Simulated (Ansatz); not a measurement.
# GaAs (F-43m) in Ansatz: settings compared

The runs below take GaAs through single point, with PBE, LDA.

Program: Ansatz 0.2.0. These are calculated values, not measurements. Logs are shortened: lines on timing, memory, paths and dates and some standing lists are left out, and cuts for length are marked.

**Experimental background.**

From “Evidence of valence band perturbations in GaAsN/GaAs(001): A combined variable-angle spectroscopic ellipsometry and modulated photoreflectance investigation”, 2008, arxiv:0805.2212, for a bulk crystal of GaAs at 300 K: band gap 1.418 ± 0.005 eV (direct).

The runs below are set against these values where they give the same quantity.

### Step 1. Starting point

Symmetry: F-43m, No. 216, cubic system. Conventional cell: a = 5.654 Å, b = 5.654 Å, c = 5.654 Å, α = 90.00°, β = 90.00°, γ = 90.00°. Around As (site symmetry -43m) lie 4 Ga at 2.45 Å. Ga (site symmetry -43m) has 4 As at 2.45 Å as nearest neighbours.

### Step 2. Single point, PBE

input.yaml reads:

```yaml
crystal:
  lattice:
    - [0.0, 2.82685, 2.82685]
    - [2.82685, 0.0, 2.82685]
    - [2.82685, 2.82685, 0.0]
  atoms:
    - { symbol: As, position: [0.75, 0.75, 0.75] }
    - { symbol: Ga, position: [0.0, 0.0, 0.0] }
hamiltonian:
  xc: pbe
  pseudopotentials: { kind: paw }
kpoints:
  mp_grid: { grid: [8, 8, 8] }
scf:
  occupations: { method: gaussian, width: 0.05 }
output:
  forces: true
  stress: true
  eigenvalues: true
```

Potentials or basis: Ansatz PAW.

The run is started by

```sh
$ ansatz run input.yaml --threads 2 --pin off --max-ram 5632MiB --backend cpu --events-out ev --progress --plain --runs-dir out
```

Log:

```text
Warning: RAYON_NUM_THREADS=2 ignored (pool sized by the plan → 2); use --threads N
Engine: ansatz 0.2.0, aarch64-unknown-linux-gnu
Pseudopotentials: kind: paw
Pseudopotential: As, paw, valence charge 15, recommended cutoff 420 eV (normal), As.paw.azcp
Pseudopotential: Ga, paw, valence charge 13, recommended cutoff 420 eV (normal), Ga.paw.azcp
Functional definition: PBE
  parameter kappa = 0.804
  parameter beta = 0.06672455060314922
  exchange = pbe_x(kappa = kappa, mu = beta*pi^2/3)
  correlation = pbe_c(beta = beta)
Crystal: 2 atoms, lattice volume = 45.179 Å³
Basis set: ecut = 420 eV, 893 PW (Γ), exchange–correlation on 54×54×54 points (8 copies of the dense FFT grid, shifted against one another)
Bands: 18, of which v1, the nominal top of the filled ones, is band 14 counted from 1 (13 counted from 0)
Symmetry: 24 space group operations
Space group: F-43m (ITA 216), of the structure as read, at distance tolerance 3.6e-5 Å
k-points: 29 of 512 (time reversal used)
Non-local potential: As, projectors of the file, l = 0: 2, l = 1: 2, l = 2: 3, l = 3: 1
Non-local potential: Ga, projectors of the file, l = 0: 2, l = 1: 2, l = 2: 3, l = 3: 1
PAW form: soft (Blöchl's): semilocal exchange-correlation on the pseudo side does not see the compensation charge
PAW one-centre angular grid: As, 590 points (default); XC on 64 Gauss nodes
PAW one-centre angular grid: Ga, 590 points (default); XC on 64 Gauss nodes
Initial density: superposition of atomic densities (neutral atoms: chi_scale 0, normalization atom), corrected by the library's trained network
Initial wavefunctions: pseudopotential atomic-orbital guess
Functional: x = pbe(κ = 0.804, μ = 0.2195149727645171), c = pbe(β = 0.06672455060314922)
SCF iter   1: F=—  HF=-8639.835142 eV  |F-HF|=—  |Δ(HF+E_count)|=         —  Δρ=1.75e-3  dr2=2.36e-3  ethr=1.77e-3  ⟨swp⟩=5.9  Hψ=2529  notcnv=0
preconditioner: auto → none  [insulator: Δε(μ)=0.507 eV  Ē_g=15.490 eV  σ=0.050 eV  W_gap=1.00  n_scr=14 (ndim 8)  ℏωp=23.4 eV  f_vac=0.086  D(μ)=0.00/eV (n_scr^D=0)  ε∞_Penn≈3.3]
SCF iter   2: F=—  HF=-8639.834114 eV  |F-HF|=—  |Δ(HF+E_count)|=   1.03e-3  Δρ=8.69e-4  dr2=3.17e-4  ethr=8.41e-6  ⟨swp⟩=2.0  Hψ=1039  notcnv=0
SCF iter   3: F=—  HF=-8639.834028 eV  |F-HF|=—  |Δ(HF+E_count)|=   8.64e-5  Δρ=2.67e-4  dr2=3.94e-5  ethr=1.13e-6  ⟨swp⟩=2.0  Hψ=783  notcnv=0
SCF iter   4: F=—  HF=-8639.834044 eV  |F-HF|=—  |Δ(HF+E_count)|=   1.58e-5  Δρ=1.34e-4  dr2=1.12e-5  ethr=1.41e-7  ⟨swp⟩=2.6  Hψ=785  notcnv=0
SCF iter   5: F=—  HF=-8639.834051 eV  |F-HF|=—  |Δ(HF+E_count)|=   6.96e-6  Δρ=3.79e-5  dr2=7.09e-7  ethr=3.99e-8  ⟨swp⟩=2.0  Hψ=638  notcnv=0
SCF iter   6: F=-8639.834051 eV  HF=-8639.834051 eV  |F-HF|=3.31e-10  |Δ(HF+E_count)|=   5.53e-7  Δρ=4.82e-6  dr2=1.84e-8  ethr=3.57e-10  ⟨swp⟩=5.3  Hψ=2392  notcnv=0
SCF 1 converged in 6 iterations: F = -8639.834051 eV  dr2 = 1.84e-8
SCF converged after 6 iterations
Free energy (F): -8639.834051 eV
Harris-Foulkes:  -8639.834051 eV  (|F-HF|=3.31e-10)
Internal energy: -8639.834051 eV  (E = F + TS)
E sigma→0 (E₀):  -8639.834051 eV
Fermi energy:    8.444517 eV
--- Per-component energies (eV) ---
  E_band       = -311.943850
  E_kinetic    = 219.488494
  E_local      = -3915.502342  (includes V_loc(G=0)·N_el)
  E_nonlocal   = -245.779928
  E_hartree    = 1973.458467
  E_xc         = -148.501292
  E_vxc        = -137.536876  (∫ρ·V_xc dr)
  E_paw        = -3824.269527  (= ΣΔE_a)
  E_vpaw       = -179.534193  (= ΣTr[D̂ρ^β])
  E_aug_tail   = -0.000138  (compensation charges beyond the density's cutoff)
  E_ewald      = -2698.727786
  E_smearing   = -0.000000  (= −TS)
  E_closure    = -0.000000  (closes the sum)
  Σ components = -8639.834051   (vs F -8639.834051, Δ=0.00e0)
--- Forces (eV/Å), atoms counted from 1 ---
  atom   1  As     0.00000000     0.00000000     0.00000000
  atom   2  Ga    -0.00000000     0.00000000    -0.00000000
  max |Σ_I F_I| component: 2.22e-16 eV/Å
--- Stress (GPa, compression-positive) ---
        3.269538       0.000000       0.000000
       -0.000000       3.269538       0.000000
       -0.000000       0.000000       3.269538
  P = ⅓ Tr σ = 3.2695 GPa (32.695 kbar)
--- Band table (eV; the first three rows and the last of 29) ---
  k-point 0: bands = ["-26.9503", "-26.9503", "-26.9503", "-26.9405", "-26.9405", "-6.5989", "-6.5989", "-6.5989", "-6.5200", "-6.5200", "-4.5434", "8.1841", "8.1841", "8.1841", "8.6997", "11.9233", "11.9233", "11.9233"]
  k-point 1: bands = ["-26.9503", "-26.9502", "-26.9502", "-26.9405", "-26.9405", "-6.6127", "-6.5953", "-6.5953", "-6.5202", "-6.5202", "-4.3607", "6.2225", "7.9485", "7.9485", "9.7759", "12.2707", "12.2707", "12.3830"]
  k-point 2: bands = ["-26.9502", "-26.9499", "-26.9499", "-26.9404", "-26.9404", "-6.6428", "-6.5875", "-6.5875", "-6.5197", "-6.5197", "-3.8508", "4.0492", "7.5071", "7.5071", "9.6371", "12.7887", "12.7887", "14.1408"]
  k-point 28: bands = ["-26.9500", "-26.9496", "-26.9485", "-26.9407", "-26.9399", "-6.6993", "-6.5672", "-6.5545", "-6.5306", "-6.5164", "-1.9853", "1.5602", "4.6533", "4.8464", "12.8072", "12.9082", "13.5996", "14.2334"]
```

Run time: 1.4 s. Hardware: 2 threads of Arm Neoverse V1, shared host; peak memory 0.32 GiB.

Results:

```yaml
Free_energy: -8639.8341 eV
Pressure: 3.3 GPa
Band_gap_on_the_k_mesh: 0.52 eV, direct
```

### Step 3. Single point, LDA

Edit input.yaml of step 2 so:

```diff
@@ -9,3 +9,3 @@
 hamiltonian:
-  xc: pbe
+  xc: lda
   pseudopotentials: { kind: paw }
```

Potentials or basis: Ansatz PAW.

The run is started by

```sh
$ ansatz run input.yaml --threads 2 --pin off --max-ram 5632MiB --backend cpu --events-out ev --progress --plain --runs-dir out
```

Run time: 1.3 s. Hardware: 2 threads of Arm Neoverse V1, shared host; peak memory 0.31 GiB.

The run converged. Its results:

- Free energy: -8481.2849 eV
- Pressure: -1.9 GPa
- Band gap on the k mesh: 0.28 eV, direct

Levels at points of the mesh, in eV from the valence-band top:
```csv
k point,band 12,band 13,band 14,band 15,band 16,band 17
"(0.00, 0.00, 0.00)",0.00,0.00,0.00,0.28,3.69,3.69
"(0.00, 0.00, -0.50)",-6.69,-1.14,-1.14,0.85,4.59,4.59
"(0.00, -0.50, -0.50)",-6.87,-2.68,-2.68,1.35,1.56,10.04
```

Caveat: the PAW data sets come from PBE, with cores solved anew for the run's functional, which leaves a small shift of forces and pressure.

### Step 4. How close it comes

Step 2. A measured gap of GaAs is 1.418 eV (direct; 300 K; “Evidence of valence band perturbations in GaAsN/GaAs(001): A combined variable-angle spectroscopic ellipsometry and modulated photoreflectance investigation”, 2008, arxiv:0805.2212); the calculated 0.52 eV misses it by -0.90 eV. 3 values of this kind are on record (1.412 to 1.51 eV); this one was drawn at random among those near their median, those with a stated uncertainty first. Spin-orbit coupling on As, Ga is left out. The value is that of PBE on a finite k mesh, which can miss the band edges, without temperature or zero-point motion. Semilocal functionals fall short of measured gaps as a rule.

Step 3. Against the measured gap of GaAs, 1.418 eV (direct; 300 K; “Evidence of valence band perturbations in GaAsN/GaAs(001): A combined variable-angle spectroscopic ellipsometry and modulated photoreflectance investigation”, 2008, arxiv:0805.2212), the calculated 0.28 eV is off by -1.13 eV. So large a miss can be the level of theory's own, or it may mean another phase, state or a wrong row. 3 values of this kind are on record (1.412 to 1.51 eV); this one was drawn at random among those near their median, those with a stated uncertainty first. Spin-orbit coupling on As, Ga is left out. The value is that of LDA, without temperature or zero-point motion. Semilocal functionals fall short of measured gaps as a rule.
